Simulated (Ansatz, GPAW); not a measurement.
# ZrSe2 with PBE in single-zeta orbitals from a Python script

These are simulated results from GPAW 26.7.0, not measurements. The cell began as a measured structure and was relaxed with r2SCAN+rVV10 in plane waves (Ansatz 0.2.0). All runs are without spin polarisation.

It is trigonal, P-3m1 (No. 164); a = 3.789 Å, c = 6.181 Å in the conventional setting, 25.62 Å³ an atom. Zr is surrounded by 6 Se at 2.69 Å; Se is surrounded by 3 Zr at 2.69 Å.

The basis is minimal: single zeta, one radial function for each shell that the log's basis lists. It describes the filled bands fairly and the empty ones poorly.

run.py reads:

```python
import json
from ase import Atoms
from gpaw import GPAW, PW, FermiDirac

atoms = Atoms(['Zr', 'Se', 'Se'],
              cell=[[3.789386, -0.0, 0.0], [-1.894693, 3.281704, 0.0], [0.0, 0.0, 6.180678]],
              scaled_positions=[[0.0, 0.0, -0.0], [0.333333, 0.666667, 0.253745], [0.666667, 0.333333, 0.746255]],
              pbc=True)
calc = GPAW(mode='lcao', basis='sz(dzp)', h=0.2, xc='PBE', kpts={'size': (6, 6, 4), 'gamma': True},
            occupations=FermiDirac(0.02), maxiter=100, legacy_gpaw=True, txt='gpaw.txt')
atoms.calc = calc
res = {'energy': atoms.get_potential_energy(force_consistent=True)}
res['electrons'] = calc.get_number_of_electrons()
res['k'] = calc.get_ibz_k_points().tolist()
res['levels'] = [calc.get_eigenvalues(kpt=i).tolist() for i in range(len(res['k']))]
points = [[0.0, 0.0, 0.0], [0.5, 0.0, 0.0], [0.333333, 0.333333, 0.0], [0.0, 0.0, 0.5], [0.5, 0.0, 0.5], [0.333333, 0.333333, 0.5], [-0.041667, 0.005208, 0.0], [0.0, 0.5, 0.5]]
bands = calc.fixed_density(kpts=points, symmetry='off', txt='bands.txt')
res['points'] = [bands.get_eigenvalues(kpt=i).tolist() for i in range(len(points))]
json.dump(res, open('results.json', 'w'))
print('free energy (eV):', round(res['energy'], 5))
```

Command: `python run.py`. It took 42 s on 1 thread of Arm Neoverse V2, with other jobs on the host, peak memory 0.18 GiB.

The log gpaw.txt, trimmed of paths, versions and times, then the last line on the terminal. An iter line gives the energy in eV and the logarithms of the changes of orbitals (plane waves alone) and density (c: converged):

```
___ ___ ___ _ _ _
 |   |   |_  | | | |

 | | | | | . | | | |

 |__ |  _|___|_____|  26.7.0
 |___|_|

Input parameters:
  basis: sz(dzp)
  h: 0.2
  kpts: {gamma: True,
         size: (6, 6, 4)}
  maxiter: 100
  mode: lcao
  occupations: {fixmagmom: False,
                name: fermi-dirac,
                width: 0.02}
  xc: PBE

System changes: positions, numbers, cell, pbc, initial_charges, initial_magmoms

Initialize ...

species:
  Zr:
    name:    Zirconium
    Z:       40.0
    valence: 12
    core:    28
    charge:  0.0  # [|e|]
    compensation charges:
      type: gauss
      rc: 0.40  # [Å]
      lmax: 2
    cutoffs:
      filter: 2.39  # [Å]
      core: 1.59  # [Å]
    projectors
    | kind |    occ | energy [eV] | rcut [Å] |

    |------|--------|-------------|----------|

    |   4s |  2.000 |     -54.478 |    1.323 |

    |   5s |  2.000 |      -4.438 |    1.323 |

    |   4p |  6.000 |     -32.467 |    1.334 |

    |   5p |  0.000 |      -1.470 |    1.334 |

    |   4d |  2.000 |      -3.600 |    1.244 |

    |    d |        |      23.611 |    1.244 |

    LCAO basis set for Zr:
      Name: sz(dzp)
      Number of radial functions: 5
      Number of spherical harmonics: 13
        l=0, rc=3.8594 Bohr: 4s-sz confined orbital
        l=0, rc=10.2031 Bohr: 5s-sz confined orbital
        l=1, rc=4.4531 Bohr: 4p-sz confined orbital
        l=1, rc=13.3594 Bohr: 5p-sz confined orbital
        l=2, rc=7.9062 Bohr: 4d-sz confined orbital
      Number of RI-basis functions 0

  Se:
    name:    Selenium
    Z:       34.0
    valence: 6
    core:    28
    charge:  0.0  # [|e|]
    compensation charges:
      type: gauss
      rc: 0.27  # [Å]
      lmax: 2
    cutoffs:
      filter: 1.77  # [Å]
      core: 2.67  # [Å]
    projectors
    | kind |    occ | energy [eV] | rcut [Å] |

    |------|--------|-------------|----------|

    |   4s |  2.000 |     -17.277 |    0.847 |

    |   4p |  4.000 |      -6.512 |    1.005 |

    |    s |        |       9.935 |    0.847 |

    |    p |        |      20.699 |    1.005 |

    |    d |        |       0.000 |    0.847 |

    LCAO basis set for Se:
      Name: sz(dzp)
      Number of radial functions: 2
      Number of spherical harmonics: 4
        l=0, rc=5.7344 Bohr: 4s-sz confined orbital
        l=1, rc=7.2656 Bohr: 4p-sz confined orbital
      Number of RI-basis functions 0

Reference energy: -230100.635496  # eV

Spin-paired calculation

Convergence criteria:
 Maximum [total energy] change in last 3 cyles: 0.0005 eV / valence electron
 Maximum integral of absolute [dens]ity change: 0.0001 electrons / valence electron
 Maximum integral of absolute [eigenst]ate change: 4e-08 eV^2 / valence electron
 Maximum number of scf [iter]ations: 100
 (Square brackets indicate name in SCF output, whereas a 'c' in
 the SCF output indicates the quantity has converged.)

Symmetries present (total): 2

  ( 1  0  0)  (-1  0  0)
  ( 0  1  0)  ( 0 -1  0)
  ( 0  0  1)  ( 0  0 -1)

144 k-points: 6 x 6 x 4 Monkhorst-Pack grid + [1/12,1/12,1/8]
76 k-points in the irreducible part of the Brillouin zone
       k-points in crystal coordinates                weights
   0:     0.00000000    0.00000000    0.00000000          1/144
   1:     0.00000000    0.00000000    0.25000000          2/144
   2:     0.00000000    0.00000000    0.50000000          1/144
   3:     0.00000000    0.16666667   -0.25000000          2/144
   4:     0.00000000    0.16666667    0.00000000          2/144
   5:     0.00000000    0.16666667    0.25000000          2/144
   6:     0.00000000    0.16666667    0.50000000          2/144
   7:     0.00000000    0.33333333   -0.25000000          2/144
   8:     0.00000000    0.33333333    0.00000000          2/144
   9:     0.00000000    0.33333333    0.25000000          2/144
          ...
  75:     0.50000000    0.50000000    0.50000000          1/144

Wave functions: LCAO
  Diagonalizer: Serial LAPACK
  Atomic Correction: dense with blas
  Data-type: complex

Occupation numbers: Fermi-Dirac:
  width: 0.0200  # eV

Eigensolver
   LCAO using direct dense diagonalizer

Densities:
  Coarse grid: 16*16*32 grid
  Fine grid: 32*32*64 grid
  Total Charge: 0.000000

Density mixing:
  Method: separate
  Backend: msr1
  Linear mixing parameter: 0.05
  old densities: 10
  Width of damping distribution: 1.1
  Damping of long wavelength oscillations: 20

Hamiltonian:
  XC and Coulomb potentials evaluated on a 32*32*64 grid
  Using the PBE Exchange-Correlation functional
  Interpolation: tri-quintic (5. degree polynomial)
  Poisson solver: FastPoissonSolver using
    Stencil: 8*3+1=25 point O(h^6) finite-difference Laplacian
    FFT axes: [np.int64(0), np.int64(1), np.int64(2)]
    FST axes: []

XC parameters: PBE with 2 nearest neighbor stencil

Memory estimate:
  Process memory now: 116.43 MiB
  Calculator: 21.86 MiB
    Density: 11.66 MiB
      Arrays: 1.62 MiB
      Localized functions: 8.78 MiB
      Mixer: 1.25 MiB
    Hamiltonian: 1.74 MiB
      Arrays: 1.06 MiB
      XC: 0.00 MiB
      Poisson: 0.00 MiB
      vbar: 0.68 MiB
    Wavefunctions: 8.46 MiB
      C [qnM]: 0.46 MiB
      S, T [2 x qmm]: 1.02 MiB
      P [aqMi]: 0.07 MiB
      BasisFunctions: 6.91 MiB
      Eigensolver: 0.00 MiB

Total number of cores used: 1

Number of atoms: 3
Number of atomic orbitals: 21
Number of bands in calculation: 19
Number of valence electrons: 24
Bands to converge: occupied
Positions:
   0 Zr     0.000000    0.000000    0.000000    ( 0.0000,  0.0000,  0.0000)
   1 Se    -0.000002    2.187804    1.568316    ( 0.0000,  0.0000,  0.0000)
   2 Se     1.894695    1.093900    4.612362    ( 0.0000,  0.0000,  0.0000)

Unit cell:
           periodic     x           y           z      points  spacing
  1. axis:    yes    3.789386   -0.000000    0.000000    16     0.2051
  2. axis:    yes   -1.894693    3.281704    0.000000    16     0.2051
  3. axis:    yes    0.000000    0.000000    6.180678    32     0.1931

  Lengths:   3.789386   3.789386   6.180678
  Angles:   90.000000  90.000000 120.000004

Effective grid spacing dv^(1/3) = 0.2109

iter:   1   -16.896570        c
iter:   2   -16.782712        c -1.27
iter:   3   -16.582142        c -1.33
iter:   4   -16.580814        c -1.72
iter:   5   -16.573014c       c -2.06
iter:   6   -16.572995c       c -2.93
iter:   7   -16.572860c       c -3.06
iter:   8   -16.572860c       c -4.15c

Converged after 8 iterations.

Energy contributions relative to reference atoms: (reference = -230100.635496)

Kinetic:        +14.438020
Potential:      -15.814229
External:        +0.000000
XC:             -15.435194
Entropy (-ST):   -0.000051
Local:           +0.238568
SIC:             +0.000000
--------------------------
Free energy:    -16.572885
Extrapolated:   -16.572860

Showing only first 2 kpts
 Kpt  Band  Eigenvalues  Occupancy
  0    10      5.65962    2.00000
  0    11      5.84433    1.96797
  0    12      6.54179    0.00000
  0    13      6.54276    0.00000

  1    10      5.57254    2.00000
  1    11      5.57471    2.00000
  1    12      6.53354    0.00000
  1    13      6.53451    0.00000

Fermi level: 5.92669

Gap: 0.187 eV
Transition (v -> c):
  (s=0, k=0, n=11, [0.00, 0.00, 0.00]) -> (s=0, k=75, n=12, [0.50, 0.50, 0.50])
Direct/indirect transitions are different
Direct gap: 0.697 eV
Transition at: (s=0, k=0, n=11, [0.00, 0.00, 0.00])

free energy (eV): -16.57289
```

The gap in the log is over the mesh alone; results.json adds the listed points. PBE in single-zeta orbitals gives a gap of 0.19 eV. On the same cell, plane-wave PBE (Ansatz, 12×12×4 k points and the special points) gives a gap of 0.31 eV and r2SCAN a gap of 0.61 eV; on shared hosts these took about 7.6 and 15 core-seconds on the 3-atom cell, against 42 for the script. Semilocal gaps usually lie below measured ones.

Spin-orbit coupling is left out.
